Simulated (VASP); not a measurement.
Te$_{2}$Mo (1T (CdI2) bulk): one PBEsol single-point calculation in two programs

```cif
data_structure
_symmetry_space_group_name_H-M 'P 1'
_symmetry_Int_Tables_number 1
_cell_length_a 3.5195
_cell_length_b 3.5195
_cell_length_c 7.2145
_cell_angle_alpha 90.000
_cell_angle_beta 90.000
_cell_angle_gamma 120.000
_cell_volume 77.39
loop_
_atom_site_label
_atom_site_type_symbol
_atom_site_fract_x
_atom_site_fract_y
_atom_site_fract_z
_atom_site_occupancy
Mo1 Mo 0.00000 0.00000 0.00000 1
Te1 Te 0.33333 0.66667 0.25342 1
Te2 Te 0.66667 0.33333 0.74658 1
```

The two codes use different PAW datasets and cutoffs. VASP's cell holds 26 valence electrons and Ansatz's 46. Ansatz's stress includes a Pulay correction; VASP's doesn't.

Cutoffs: 520 eV in VASP, 420 eV in Ansatz. k meshes: 12×12×4 and 12×12×4.

|  | VASP | Ansatz |
| --- | --- | --- |
| gap between bands v and c | -0.59 eV (bands overlap: a metal) | -0.59 eV (bands overlap: a metal) |
| least direct gap | 0.00 eV | 0.00 eV |
| pressure | -1.9 GPa | -2.0 GPa |
| largest force | 0.03 eV/Å | 0.05 eV/Å |

Band v is the last that the valence electrons fill when counted band by band, and c is the next. Levels in eV from the top of v, Ansatz:

```
point    v−1      v      c   c+1
    Γ  -1.27  -1.27   0.89  0.89
    M  -2.13  -1.34   0.16  0.44
    K  -3.64   0.00   0.00  0.01
    A  -1.27  -1.10   0.76  0.76
    L  -2.37  -1.09   0.16  0.64
    H  -3.56  -0.52  -0.52  0.07
```

VASP:

```tsv
point	v−1	v	c	c+1
Γ	-1.28	-1.28	0.90	0.90
M	-2.13	-1.34	0.16	0.44
K	-3.64	0.00	0.00	0.01
A	-1.28	-1.09	0.77	0.77
L	-2.37	-1.09	0.16	0.64
H	-3.55	-0.52	-0.52	0.06
```

Forces (eV/Å), VASP:

```
atom     Fx     Fy      Fz
  Mo  0.000  0.000   0.000
  Te  0.000  0.000  -0.029
  Te  0.000  0.000   0.029
```

Ansatz:

```
atom     Fx     Fy      Fz
  Mo  0.000  0.000   0.000
  Te  0.000  0.000  -0.054
  Te  0.000  0.000   0.054
```
